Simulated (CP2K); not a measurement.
Runs of CP2K 2026.2 on PtS2. It takes space group P-3m1 (No. 164, trigonal). The conventional cell has a = 3.543 Å, b = 3.543 Å, c = 5.039 Å, α = 90.00°, β = 90.00°, γ = 120.00°. Pt (site symmetry -3m) has 6 S at 2.34 Å as nearest neighbours. S (site symmetry 3m) has 3 Pt at 2.34 Å as nearest neighbours. 

```tsv
level	potentials or basis	smearing	NGRIDS	points a segment of the path (NPOINTS)	bands added on the path	CUTOFF of the grids	gap on the mesh (eV)	pressure (GPa)	largest force (eV/Å)
LDA	GTH_POTENTIALS Pt GTH-PADE-q18, S GTH-PADE-q6; TZVP-MOLOPT-PBE-GTH basis	fermi-dirac 0.1 eV	5	8	4	450 Ry	0.97	-0.5	1.16
PBEsol	POTENTIAL_UZH Pt GTH-PBE-q18, S GTH-PBE-q6; TZVP-MOLOPT-PBE-GTH basis	fermi-dirac 0.05 eV	4	6	6	450 Ry	0.96	(a)	1.19
r2SCAN	POTENTIAL_UZH Pt GTH-SCAN-q18, S GTH-SCAN-q6; TZVP-MOLOPT-SCAN-GTH basis	fermi-dirac 0.01 eV	4	10	4	675 Ry	(b)	11.1	(c)
TB-mBJ	POTENTIAL_UZH Pt GTH-PBE-q18, S GTH-PBE-q6; TZVP-MOLOPT-PBE-GTH basis	fermi-dirac 0.0259 eV	4	6	6	675 Ry	1.19	-	-
```

Alike in all rows: task band structure; no spin polarisation; cell as given; k mesh 9 × 9 × 5.

Estimate the missing entries.

(a) 7.9; (b) 1.20; (c) 1.49.

Caveats: spin-orbit coupling is left out, which moves the levels of the heavy elements; the basis of atomic orbitals isn't converged, which shifts pressures, moduli and gaps; forces of over 1 eV/Å show positions far from the minimum, so gaps and moduli don't describe the material at rest (some runs); the potentials were made for another functional, which shifts forces and pressure (some runs); this is a model potential without an energy functional, so only levels have meaning (some runs).

A k mesh can miss the band edges, and the runs leave out spin-orbit coupling on Pt.

Runs at the PBE level aren't shown here.
